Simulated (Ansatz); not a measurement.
**Moving the pressure in CoO**

The cell as given:

```cif
data_structure
_symmetry_space_group_name_H-M 'I4/mmm'
_symmetry_Int_Tables_number 139
_cell_length_a 3.0160
_cell_length_b 3.0160
_cell_length_c 4.2145
_cell_angle_alpha 90.000
_cell_angle_beta 90.000
_cell_angle_gamma 90.000
_cell_volume 38.34
loop_
_atom_site_label
_atom_site_type_symbol
_atom_site_symmetry_multiplicity
_atom_site_Wyckoff_symbol
_atom_site_fract_x
_atom_site_fract_y
_atom_site_fract_z
_atom_site_occupancy
Co1 Co 2 a 0.00000 0.00000 0.00000 1
O1 O 2 b 0.00000 0.00000 0.50000 1
```

Kept alike: task relaxation of cell and atoms; functional PBEsol; k mesh 12 × 12 × 12; occupations fermi-dirac, width 0.05 eV; collinear spin, ferromagnetic start. Program: Ansatz, all-electron LAPW, scalar-relativistic. The mesh is that of the run's cell of 2 atoms. No spin-orbit coupling.

| run | volume (Å³/atom) | largest site moment (μB) |
| --- | --- | --- |
| A | 8.769 | 2.27 |
| B | 9.055 | 2.43 |
| C | 8.206 | 2.04 |
| D | 8.545 | 2.17 |

The relaxations keep at least the cell's symmetry (I4/mmm). Runs of this series that gave no sound value for these columns are left out. The runs follow the start's structure, whether or not it is the stable one at these pressures. P is the pressure aimed at, which the runs meet within some hundredths to tenths of a GPa. The runs hold the magnetic state that their start led to, which needn't be the lowest. Site moments count inside each atom's sphere or projector.

The runs differ in the pressure alone: 0; 5; 10; 20 GPa. Which run is which?

Run A is 5 GPa; run B is 0 GPa; run C is 20 GPa; run D is 10 GPa. The volume falls from 9.055 to 8.206 Å³/atom between 0 and 20 GPa. The volume falls ever more slowly, since the solid stiffens under load. At the pressures aimed at, which the runs meet within some tenths of a GPa, the step from 0 to 5 GPa gives a mean bulk modulus near 156 GPa, the last step 247 GPa. The largest site moment falls from 2.43 to 2.04 μB between 0 and 20 GPa.
